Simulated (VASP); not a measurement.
# Ti (P6_3/mmc) in VASP: further runs, part 2 of 2

VASP 6.6.1.

### Step 3. Relaxation of cell and atoms, PBE

This run uses another cell than the first one, of 17.22 Å³/atom, 0.976 times its volume.

File INCAR:

```
SYSTEM = Ti
PREC = Accurate ; ENCUT = 520
EDIFF = 1E-7 ; ISMEAR = 0
SIGMA = 0.1 ; LREAL = .False.
LASPH = .True. ; NELM = 100
ALGO = Normal ; ISIF = 3
LWAVE = .False. ; LCHARG = .False.
GGA = PE ; IBRION = 2
NSW = 80 ; EDIFFG = -0.002
```

File KPOINTS:

```
Automatic mesh
0
Gamma
  3 3 2
  0 0 0
```

File POSCAR:

```
Ti                                      
1.0
    2.9425646112      0.0000000000     -0.0000000000
   -1.4712823056      2.5483357044      0.0000000000
    0.0000000000     -0.0000000000      4.5931281108
  Ti            
     2
Direct
     0.3333333300000021    0.6666666699999979    0.2500000000000000
     0.6666666699999979    0.3333333300000021    0.7500000000000000
```

Potentials or basis: VASP PAW PBE potentials, release 64 (Ti_sv).

The run is started by

```console
$ cat potpaw_PBE.64/Ti_sv/POTCAR > POTCAR
$ mpirun -np 1 vasp_std > vasp.out
```

OUTCAR:

```text
SYSTEM = Ti
   PREC = Accurate
   ENCUT = 520
   EDIFF = 1E-7
   ISMEAR = 0
   LREAL = .False.
   LASPH = .True.
   NELM = 100
   ISIF = 3
   GGA = PE
   IBRION = 2
   NSW = 80
   EDIFFG = -0.002

 ion  position               nearest neighbor table
   1  0.333  0.667  0.250-   2 2.86   2 2.86   2 2.86   2 2.86   2 2.86   2 2.86
   2  0.667  0.333  0.750-   1 2.86   1 2.86   1 2.86   1 2.86   1 2.86   1 2.86

  LATTYP: Found a hexagonal cell.
 ALAT       =     2.9425646112
 C/A-ratio  =     1.5609268504

  Lattice vectors:

 A1 = (   2.9425646112,   0.0000000000,   0.0000000000)
 A2 = (  -1.4712823056,   2.5483357044,   0.0000000000)
 A3 = (   0.0000000000,   0.0000000000,   4.5931281108)

Analysis of symmetry for initial positions (statically):
=====================================================================
 Subroutine PRICEL returns:
 Original cell was already a primitive cell.

 Routine SETGRP: Setting up the symmetry group for a
 hexagonal supercell.

 Subroutine GETGRP returns: Found 24 space group operations
 (whereof 12 operations were pure point group operations)
 out of a pool of 24 trial point group operations.

The static configuration has the point symmetry D_3d.
 The point group associated with its full space group is D_6h.

Analysis of symmetry for dynamics (positions and initial velocities):
=====================================================================
 Subroutine PRICEL returns:
 Original cell was already a primitive cell.

 Routine SETGRP: Setting up the symmetry group for a
 hexagonal supercell.

 Subroutine GETGRP returns: Found 24 space group operations
 (whereof 12 operations were pure point group operations)
 out of a pool of 24 trial point group operations.

The dynamic configuration has the point symmetry D_3d.
 The point group associated with its full space group is D_6h.

 Subroutine INISYM returns: Found 24 space group operations
 (whereof 12 operations are pure point group operations),
 and found     1 'primitive' translations

----------------------------------------------------------------------------------------

                                     Primitive cell

  volume of cell :      34.4422

  direct lattice vectors                    reciprocal lattice vectors
     2.942564611  0.000000000  0.000000000     0.339839607  0.196206488  0.000000000
    -1.471282306  2.548335704  0.000000000     0.000000000  0.392412977  0.000000000
     0.000000000  0.000000000  4.593128111     0.000000000  0.000000000  0.217716549

  length of vectors
     2.942564611  2.942564610  4.593128111     0.392412977  0.392412977  0.217716549

  position of ions in fractional coordinates (direct lattice)
     0.333333330  0.666666670  0.250000000
     0.666666670  0.333333330  0.750000000

  ion indices of the primitive-cell ions
   primitive index   ion index
                 1           1
                 2           2

----------------------------------------------------------------------------------------

 KPOINTS: Automatic mesh

Automatic generation of k-mesh.
 Grid dimensions read from file:
 generate k-points for:    3    3    2

 Generating k-lattice:

  Cartesian coordinates                     Fractional coordinates (reciprocal lattice)
     0.113279869  0.065402163  0.000000000     0.333333333  0.000000000  0.000000000
     0.000000000  0.130804326  0.000000000     0.000000000  0.333333333  0.000000000
     0.000000000  0.000000000  0.108858274     0.000000000  0.000000000  0.500000000

  Length of vectors
     0.130804326  0.130804326  0.108858274

  Shift w.r.t. Gamma in fractional coordinates (k-lattice)
     0.000000000  0.000000000  0.000000000

 Subroutine IBZKPT returns following result:
 ===========================================

 Found      6 irreducible k-points:

 Following reciprocal coordinates:
            Coordinates               Weight
  0.000000  0.000000  0.000000      1.000000
  0.333333  0.000000  0.000000      6.000000
  0.333333  0.333333  0.000000      2.000000
  0.000000  0.000000  0.500000      1.000000
  0.333333  0.000000  0.500000      6.000000
  0.333333  0.333333  0.500000      2.000000
   k-points           NKPTS =      6   k-points in BZ     NKDIM =      6   number of bands    NBANDS=     16
   number of dos      NEDOS =    301   number of ions     NIONS =      2
   total plane-waves  NPLWV =  20736
   dimension x,y,z NGX =    24 NGY =   24 NGZ =   36
   dimension x,y,z NGXF=    48 NGYF=   48 NGZF=   72
   ions per type =               2
   NGX,Y,Z   is equivalent  to a cutoff of  13.56, 13.56, 13.03 a.u.
   NGXF,Y,Z  is equivalent  to a cutoff of  27.12, 27.12, 26.06 a.u.
 SYSTEM =  Ti
   PREC   = accura    normal or accurate (medium, high low for compatibility)
   ISTART =      0    job   : 0-new  1-cont  2-samecut
   ICHARG =      2    charge: 1-file 2-atom 10-const
   ISPIN  =      1    spin polarized calculation?
   LNONCOLLINEAR =      F non collinear calculations
   LSORBIT =      F    spin-orbit coupling
   LASPH  =      T    aspherical Exc in radial PAW
   ENCUT  =  520.0 eV  38.22 Ry    6.18 a.u.   5.47  5.47  8.54*2*pi/ulx,y,z
   NELM   =    100;   NELMIN=  2; NELMDL= -5     # of ELM steps
   EDIFF  = 0.1E-06   stopping-criterion for ELM
   LREAL  =      F    real-space projection
   EDIFFG = -.2E-02   stopping-criterion for IOM
   NSW    =     80    number of steps for IOM
   IBRION =      2    ionic relax: 0-MD 1-quasi-New 2-CG
   NFREE  =      1    steps in history (QN), initial steepest desc. (CG)
   ISIF   =      3    stress and relaxation
   ISYM   =      2    0-nonsym 1-usesym 2-fastsym
   POTIM  = 0.5000    time-step for ionic-motion
   TEBEG  =    0.0;   TEEND  =   0.0 temperature during run
   PSTRESS=    0.0 pullay stress
   NELECT =      24.0000    total number of electrons
   NUPDOWN=      -1.0000    fix difference up-down
   EMIN   =  10.00;   EMAX   =-10.00  energy-range for DOS
   EFERMI =   0.00;   METHOD = LEGACY
   ISMEAR =     0;   SIGMA  =   0.10  broadening in eV -4-tet -1-fermi 0-gaus
   EFERMI_NEDOS =   21; number of points for ismear=-14 and -15
   IALGO  =     38    algorithm
   IMIX   =      4    mixing-type and parameters
     AMIX     =   0.40;   BMIX     =  1.00
     AMIX_MAG =   1.60;   BMIX_MAG =  1.00
  volume/ion in A,a.u.               =      17.22       116.21
  Fermi-wavevector in a.u.,A,eV,Ry     =   1.451381  2.742713 28.660775  2.106508
  Thomas-Fermi vector in A             =   2.568885
   LORBIT       =      0    0 simple, 1 ext, 2 COOP (PROOUT), +10 PAW based schemes
   GGA     = PE    functional components
   LHFCALC =     F    Hartree Fock is set to
   AEXX    =    0.0000 exact exchange contribution
   IVDW    =     0    specifies the selected vdW correction
   LEPSILON=     F    determine dielectric tensor
   LRPA    =     F    only Hartree local field effects (RPA)
 conjugate gradient relaxation of ions
 non-spin polarized calculation
 Gauss-broadening in eV      SIGMA  =   0.10
  energy-cutoff  :      520.00
  volume of cell :       34.44
 maximum number of plane-waves:       954
 NGX is ok and might be reduce to    24
   NGX = 11   NGY = 11   NGZ = 17

 number of electron      24.0000003 magnetization

 Free energy of the ion-electron system (eV)
  ---------------------------------------------------
  ext. energy  EPLUGINS =         0.00000000
  ---------------------------------------------------
  free energy    TOTEN  =       -15.75543848 eV

  energy without entropy =      -15.75443008  energy(sigma->0) =      -15.75493428

 E-fermi :   8.4085     XC(G=0): -11.5363

 val. band max:        8.2302457199   @ k =   0.3333   0.3333   0.5000
 cond. band min:       8.5691807243   @ k =   0.0000   0.0000   0.5000
 fundamental gap:      0.3389350044
 Fermi energy:         8.4084881451

 k-point     1 :       0.0000    0.0000    0.0000
  band No.  band energies     occupation
      1     -48.4215      2.00000
      2     -48.2723      2.00000
      3     -25.0477      2.00000
      4     -24.3617      2.00000
      5     -24.3617      2.00000
      6     -24.2999      2.00000
[... 8 lines left out ...]
     15       9.7328      0.00000
     16       9.7328      0.00000
[... 77 lines left out ...]
 k-point     6 :       0.3333    0.3333    0.5000
  band No.  band energies     occupation
      1     -48.2685      2.00000
      2     -48.2685      2.00000
      3     -24.8385      2.00000
      4     -24.8385      2.00000
      5     -24.6211      2.00000
      6     -24.6211      2.00000
[... 8 lines left out ...]
     15      10.1397      0.00000
     16      10.1397      0.00000

------------------------ aborting loop because EDIFF is reached ----------------------------------------

  FORCE on cell =-STRESS in cart. coord.  units (eV):
  Direction    XX          YY          ZZ          XY          YZ          ZX
  --------------------------------------------------------------------------------------
  -------------------------------------------------------------------------------------
  Total       -0.0011532     -0.0011532     -0.0027767      0.0000000      0.0000000      0.0000000
  in kB       -0.0536466     -0.0536466     -0.1291673      0.0000000      0.0000000      0.0000000
  external PRESSURE =      -0.0788201 kB  Pullay stress =       0.0000000 kB

 VOLUME and BASIS-vectors are now :
 -----------------------------------------------------------------------------
  energy-cutoff  :      520.00
  volume of cell :       34.44
      direct lattice vectors                 reciprocal lattice vectors
     2.942564611  0.000000000  0.000000000     0.339839607  0.196206488  0.000000000
    -1.471282306  2.548335704  0.000000000     0.000000000  0.392412977  0.000000000
     0.000000000  0.000000000  4.593128111     0.000000000  0.000000000  0.217716549

 POSITION                                       TOTAL-FORCE (eV/Angst)
 -----------------------------------------------------------------------------------
     -0.00000      1.69889      1.14828        -0.000000     -0.000000      0.000000
      1.47128      0.84945      3.44485         0.000000      0.000000      0.000000
 -----------------------------------------------------------------------------------
    total drift:                               -0.000009      0.000005     -0.000000

  FREE ENERGIE OF THE ION-ELECTRON SYSTEM (eV)
  ---------------------------------------------------
  free  energy   TOTEN  =       -15.7554384794 eV

  energy  without entropy=      -15.7544300782  energy(sigma->0) =      -15.75493428

 reached required accuracy - stopping structural energy minimisation
```

OSZICAR:

```text
N       E                     dE             d eps       ncg     rms          rms(c)
DAV:   1     0.256932272601E+03    0.25693E+03   -0.13803E+04   192   0.189E+03
DAV:   2     0.131882762985E+02   -0.24374E+03   -0.24243E+03   192   0.496E+02
DAV:   3    -0.165857886040E+02   -0.29774E+02   -0.29392E+02   376   0.139E+02
DAV:   4    -0.177464934289E+02   -0.11607E+01   -0.11607E+01   200   0.301E+01
DAV:   5    -0.178078933097E+02   -0.61400E-01   -0.61400E-01   312   0.475E+00    0.121E+01
DAV:   6    -0.157564375564E+02    0.20515E+01   -0.77759E+00   216   0.325E+01    0.298E+00
DAV:   7    -0.157379353774E+02    0.18502E-01   -0.84323E-01   280   0.768E+00    0.199E+00
DAV:   8    -0.157626393265E+02   -0.24704E-01   -0.20764E-01   216   0.590E+00    0.616E-01
DAV:   9    -0.157552492080E+02    0.73901E-02   -0.48808E-02   240   0.245E+00    0.689E-02
DAV:  10    -0.157553874928E+02   -0.13828E-03   -0.18816E-03   272   0.364E-01    0.784E-02
DAV:  11    -0.157554456287E+02   -0.58136E-04   -0.20691E-04   232   0.123E-01    0.200E-02
DAV:  12    -0.157554377420E+02    0.78866E-05   -0.24812E-05   264   0.402E-02    0.108E-02
DAV:  13    -0.157554375416E+02    0.20041E-06   -0.21357E-06   224   0.163E-02    0.103E-03
DAV:  14    -0.157554381116E+02   -0.56998E-06   -0.13044E-07   176   0.360E-03    0.302E-04
DAV:  15    -0.157554384786E+02   -0.36694E-06   -0.47786E-08   168   0.214E-03    0.146E-04
DAV:  16    -0.157554384794E+02   -0.84583E-09   -0.14920E-08   152   0.127E-03
   1 F= -.15755438E+02 E0= -.15754934E+02  d E =-.157554E+02
```

It took 8.9 s on 1 thread of Intel Xeon Platinum 8175M at 2.50GHz (Skylake/Cascade Lake), shared host; peak memory 0.14 GiB.

Results:

* Free energy: -15.7554 eV
* Pressure after relaxing: 0.0 GPa
* Band gap on the k mesh: none (metal or under the smearing width)

Final structure:
```cif
data_structure
_symmetry_space_group_name_H-M 'P 1'
_symmetry_Int_Tables_number 1
_cell_length_a 2.9426
_cell_length_b 2.9426
_cell_length_c 4.5931
_cell_angle_alpha 90.000
_cell_angle_beta 90.000
_cell_angle_gamma 120.000
_cell_volume 34.44
loop_
_atom_site_label
_atom_site_type_symbol
_atom_site_fract_x
_atom_site_fract_y
_atom_site_fract_z
_atom_site_occupancy
Ti1 Ti 0.33333 0.66667 0.25000 1
Ti2 Ti 0.66667 0.33333 0.75000 1
```

Levels at points of the mesh, in eV from the Fermi level:
```csv
k point,band 9,band 10,band 11,band 12,band 13,band 14,band 15,band 16
"(0.00, 0.00, 0.00)",-6.20,-2.67,0.79,0.79,0.95,1.00,1.32,1.32
"(0.00, 0.00, 0.50)",-4.30,-4.30,0.16,0.16,0.67,0.67,0.67,0.67
```

Caveat: the k mesh is coarse (spacing up to 0.82 Å⁻¹), so the values aren't converged; the relaxation stopped at its first step, so nothing moved.
